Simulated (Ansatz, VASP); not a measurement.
## One calculation of ScAl, two programs

```
Sc Al
1.0
     3.36910    0.00000    0.00000
     0.00000    3.36910    0.00000
     0.00000    0.00000    3.36910
Sc Al
1 1
Direct
  0.50000 0.50000 0.50000
  0.00000 0.00000 0.00000
```

Alike in both runs: functional r2SCAN; k mesh 12 × 12 × 12; occupations gaussian, width 0.1 eV; no spin polarisation.

Ansatz relaxed the structure, and its values are those at the end. VASP's run is a single point on that final structure, the one shown.

|  | VASP | Ansatz |
| --- | --- | --- |
| version | VASP 6.6.1 | Ansatz 0.2.0 |
| potentials or method | VASP PAW PBE potentials, release 64 (Sc_sv, Al) | scalar-relativistic, plane waves, PAW |
| plane-wave cutoff (eV) | 520 | 500 |
| valence electrons in the cell | 14 | 14 |

```csv
,VASP,Ansatz,Ansatz less VASP
gap on the k mesh at the Fermi level (eV),none,none,-
pressure (GPa),0.2,0.0,-0.13
```

A gap of «none» marks a metal or a gap that the smearing closes.

Caveats: the PAW data sets were made with another functional, which shifts forces and pressure a little (VASP).
